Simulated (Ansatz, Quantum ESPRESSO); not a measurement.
**GaAs [001], zinc blende: pulling along c**

The c axis is held at a set length while the cell relaxes sideways. How do the lateral strain and the stress follow? The strained cell has c along the load; unstrained it is a = 4.0043 Å, b = 4.0043 Å, c = 5.6629 Å, α = 90.00°, β = 90.00°, γ = 90.00°, with 4 atoms.

Calculated with Quantum ESPRESSO 7.5, PBEsol, GBRV 1.5 ultrasoft potentials, cutoff 680 eV, Fermi–Dirac smearing 0.02 eV, k-mesh 7×7×5, no spin polarisation, no spin-orbit coupling.

Relaxed positions at 0 %:

```
atom       x       y       z
  As  0.5000  0.0000  0.7500
  As  0.0000  0.5000  0.2500
  Ga  0.0000  0.0000  0.0000
  Ga  0.5000  0.5000  0.5000
```

```csv
ε_c (%),a (Å),c (Å),ε_a (%),"σ (GPa, tension positive)"
−3,4.0442,5.4930,0.997,−2.14
−2,4.0308,5.5497,0.661,−1.42
−1,4.0174,5.6063,0.328,−0.68
0,4.0046,5.6629,0.007,0.10
2,3.9811,5.7762,−0.578,1.74
3,3.9699,5.8328,−0.860,2.59
```

**Question.** Fit both responses and give the free strain and the stress at +1 %, a row left out above.

Least squares with y = y0 + y1 ε + y2 ε² (ε in %) gives ε_a = 0.012 + (−0.3096) ε + (0.0065) ε² and σ = 0.10 + (0.789) ε + (0.014) ε² GPa. The linear terms put the ratio of free to applied strain at −0.310 and the Young modulus at 79 GPa.

At +1 % the free strain comes out as −0.292 %. The run itself gives −0.278 %, so the estimate misses by 0.014 %, more than the largest misfit of the fitted rows (0.005 %).

The stress comes out as 0.90 GPa. The run itself gives 0.92 GPa, so the estimate misses by 0.02 GPa, more than the largest misfit of the fitted rows (0.01 GPa).

Along a cube axis ν = C12/(C11 + C12) and Y = (C11 − C12)(C11 + 2C12)/(C11 + C12), so C11 = Y(1 − ν)/[(1 + ν)(1 − 2ν)] = 109 GPa and C12 = 49 GPa.

The positive ε² term means that the crystal stiffens in tension.

The same fit over all rows at other levels or in other programs gives the strain ratio = −0.307 with PBEsol (Ansatz) and −0.308 with PBEsol (Quantum ESPRESSO, PseudoDojo).

[Logs are printed without paths, hosts, clocks, repeated set-up lines and the standing remarks that a program may print on its own settings, such as how far it seeks lower states.]
